Q: I have been looking at the energy of ZnO at seven volumes, all in the same wurtzite shape. Squeezing costs more and more with each step. Can't I explain that with ordinary springs between Zn and O? Volume goes as the cube of bond length, so even a perfect spring should give a lopsided curve.

Wurtzite ZnO in SIESTA 5.4.2: PBE without spin polarisation, PseudoDojo 0.5 stringent norm-conserving pseudopotentials, DZP basis (energy shift 0.002 Ry), mesh cutoff 800 Ry, 9×9×5 k mesh, Fermi-Dirac smearing 0.05 eV. The cell is scaled at fixed shape and fractional coordinates; energies are counted from the minimum of the fitted equation of state.

```
volume (Å³/atom)  energy (meV/atom)
           11.19              65.16
           11.42              41.55
           11.66              23.20
           11.90              10.82
           12.14               3.32
           12.38               0.19
           12.61               1.04
```

A: That is a sensible first idea, and part of it is right. Taking a fixed volume out of a small cell shortens the bonds more than taking it out of a large one. Springs of constant stiffness therefore do resist more strongly, per unit of volume, as the cell shrinks. What we have to find out is whether this geometric effect is large enough.

Q: How would I measure that without first choosing a formula for the curve?

A: Look at how steeply the energy falls from one volume to the next. The first step gains 23.61 meV per atom and the third 12.38, so the steepness drops by 11.23. Now do the same nearer the minimum, from the fourth step to the sixth, and the drop is only 8.35. The crystal is thus about 1.35 times as stiff on the compressed side, if stiffness means the change of steepness per step of volume.

Q: And the springs?

A: They give 1.13. The energies scatter by roughly 0.1 meV about even a well-fitting smooth curve, which makes the measured ratio uncertain by about 0.05. The shortfall of the springs is some four times that. Geometry accounts for about a third of the extra stiffness, and the rest must come from the bond itself becoming stiffer as it shortens.

Q: Why should a bond do that?

A: Because two forces with very different reach hold it at its length. The attraction changes slowly with distance. The repulsion comes from filled electron shells being pushed into each other: the Pauli principle forces their electrons into states of higher kinetic energy, and this cost climbs steeply as the overlap grows. At the equilibrium length the two forces balance, but on shortening the repulsion soon dominates, and with it the stiffness rises. This is standard theory; the table shows the stiffening, not the electrons that cause it.

Q: Can I put a number on the stiffening of the bond?

A: Yes. An equation of state fitted to the seven energies has its minimum at 12.44 Å³ per atom, with a bulk modulus of 139.7 GPa. It also gives the slope of the modulus, which tells how many GPa the modulus gains for each GPa of pressure. Count with each bond its share of the forces between more distant atoms. If such a bond becomes g percent stiffer when it is shortened by 1 percent, and all bonds scale together, then

slope = 1 + g/3

The 1 is your geometric effect, and constant springs have g = 0. The calculated slope of 3.93 gives g = 3 × 2.93, or about 9. Most rows lie on the compressed side and only one lies beyond the minimum, so even the small scatter of the energies leaves that 9 uncertain by two or three.

Q: Does any simple picture of ZnO predict a 9?

A: Try ions with charges of plus and minus 2. Let x be the bond length divided by its equilibrium value, U the electrostatic attraction per atom at x = 1, and let the repulsion fall off as the n-th power of distance. Up to a constant, the energy per atom is

E = U [ −1/x + 1/(n xⁿ) ]

The lattice sum for ideal wurtzite is 1.64, and the bond length at the calculated minimum is 2.00 Å, so

U = 1.64 × 2² × 14.40 eV Å / (2 × 2.00 Å) ≈ 23.6 eV

Q: That leaves n to be chosen.

A: The bulk modulus B₀ chooses it. The curvature of E at the minimum is U(n − 1), and it must equal 9B₀V₀, where V₀ is the equilibrium volume per atom. With 160.2 GPa to one eV/Å³,

9B₀V₀ = 9 × (139.7/160.2) × 12.44 ≈ 97.6 eV
n = 1 + 97.6/23.6 ≈ 5.1

For this energy law g = n + 4, about 9, and the slope comes out as 4.05. The modulus went in and the slope came out, although both were drawn from the same seven energies.

Q: The modulus looks a little high for PBE. Does that spoil the estimate?

A: It is a fair worry, because the Zn valence orbitals in this basis are poor, and the error this causes may change with volume. Suppose the true PBE modulus were a tenth lower. Then n − 1 would also be a tenth lower, and the slope would fall by only about 0.14. The calculated slope of 3.93 may carry an error from the same source, but that error would have to make up about three quarters of it to save the springs. So the modulus deserves caution, while the verdict on the springs is safe.

Q: So ZnO is made of doubly charged ions?

A: That is a step too far. With charges of 1 the attraction is four times weaker, a much harder repulsion is needed to reach the same modulus, and the slope jumps to about 8. The good result therefore belongs to one pairing of charge and repulsion law, and another law could suit another charge. Before crediting the ions, you should test a picture that has no ions in it.

Q: A covalent bond that can break?

A: Exactly. The Morse curve describes one: a steep wall at short distance, and at long distance a pull that fades until the atoms are free. I took its depth as roughly 3.8 eV per atom, a recalled value for the energy needed to take ZnO apart into atoms, and its stiffness from the same modulus. It predicts a slope of 4.6 and a stiffness ratio of 1.38, against 1.34 for the ions. Both lie within the uncertainty of the measured 1.35.

Q: Might the comparison favour one of them, since the modulus came from a fitted curve?

A: It might, so each picture was also refitted to all seven rows, with three free constants apiece. Only the exponent n and the steepness of the Morse curve kept the values that the modulus had set, so the test is not wholly free of it. The typical miss is 0.28 meV per atom for the springs, and 0.12 and 0.13 for the ions and the Morse bonds. The printed results below give the details. The springs lose again, and the other two are level.

Q: What should an engineer take from this?

A: That a constant modulus underestimates the resistance of compressed ZnO, and that springs correct only a small part of the error. Add about 4 GPa to the modulus for every GPa of pressure. Stop well before the smallest volume, though. The first step already corresponds to about 16 GPa, where real ZnO has changed to the rocksalt structure, while the calculation holds it in wurtzite.

Q: And how could we decide between ions and covalent bonds?

A: Not with this kind of squeeze, which shortens every bond equally and leaves every angle alone. Shared electron pairs resist bending directly. The simple ions used above resist it too, but only because bending changes the distances between atoms that are not nearest neighbours. So the open question is whether bending the O–Zn–O angles at fixed bond lengths costs more than the forces between ions can explain.

Output of the analysis:

```
drop in steepness from first to third step, meV/atom per step: 11.23
drop in steepness from fourth to sixth step, meV/atom per step: 8.35
ratio of the two drops, computed energies: 1.345
ratio of the two drops, ideal springs: 1.127
ratio of the two drops, ions: 1.342
ratio of the two drops, Morse bonds: 1.376
point-charge attraction at the minimum, eV/atom: 23.59
repulsion exponent n needed for the modulus: 5.137
modulus slope from ions of charge 2: 4.046
modulus slope from ions of charge 1: 8.182
modulus slope from Morse bonds: 4.583
Model less computed energy, meV/atom, no refit:
    row   springs      ions     Morse
  11.19    -6.357    0.3683     1.519
  11.42    -3.521  -0.07771    0.5156
  11.66    -1.242    0.2451    0.5032
   11.9   -0.4189   0.05883    0.1422
  12.14   -0.1388  -0.05915  -0.04518
  12.38  -0.05979  -0.05914  -0.05903
  12.61   0.04949   0.03397   0.03122
fit of energy on 7 rows: constant -0.1733 +/- 0.22, coefficient of x-1 59.84 +/- 30, coefficient of (x-1)**2 55761 +/- 948; rms 0.284, worst 11.66 0.453, leave-one-out rms 0.681
fit of energy on 7 rows: constant 18881 +/- 151, coefficient of 1/x -23446 +/- 185, coefficient of x**(-nrep) 4565 +/- 34; rms 0.12, worst 11.42 -0.238, leave-one-out rms 0.223
fit of energy on 7 rows: constant 3690 +/- 33, coefficient of exp(-am*(x-1)) -7384 +/- 63, coefficient of exp(-2*am*(x-1)) 3693 +/- 30; rms 0.128, worst 11.42 -0.281, leave-one-out rms 0.275
```
